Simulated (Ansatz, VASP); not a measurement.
# Pt in VASP and in Ansatz

```
Pt
1.0
    -0.02937    1.94322    1.94322
     1.94322   -0.02937    1.94322
     1.94322    1.94322   -0.02937
Pt
1
Direct
  0.00000 0.00000 0.00000
```

Change from the starting cell: equal xy, yz and zx shear strains of -1.5 %, crystal datasets.

Alike in both runs: task electric field gradients; functional PBE; k mesh 18 × 18 × 18; occupations fermi-dirac, width 0.03 eV; no spin polarisation.

|  | VASP | Ansatz |
| --- | --- | --- |
| version | VASP 6.6.1 | Ansatz 0.2.0 |
| potentials or method | VASP PAW PBE potentials, release 64 (Pt), cutoff 520 eV | all-electron PAW with datasets made for the crystal, scalar-relativistic |

Ansatz gave:

- pressure (GPa): 11.6
- largest component of the traceless stress (GPa): 1.17
- Vzz of the field gradient on the site that differs most (V/Å²): 12.0

Task: Which values does VASP return?

Result: Pressure (GPa): 11.1; largest component of the traceless stress (GPa): 1.18; Vzz of the field gradient on the site that differs most (V/Å²): -4.2.

Ansatz ran all-electron here, so the differences hold the error of VASP's frozen core and of both bases. Ansatz warned: «gradients_without_spin_orbit».

Spin-orbit coupling is left out, which matters for the levels of Pt.
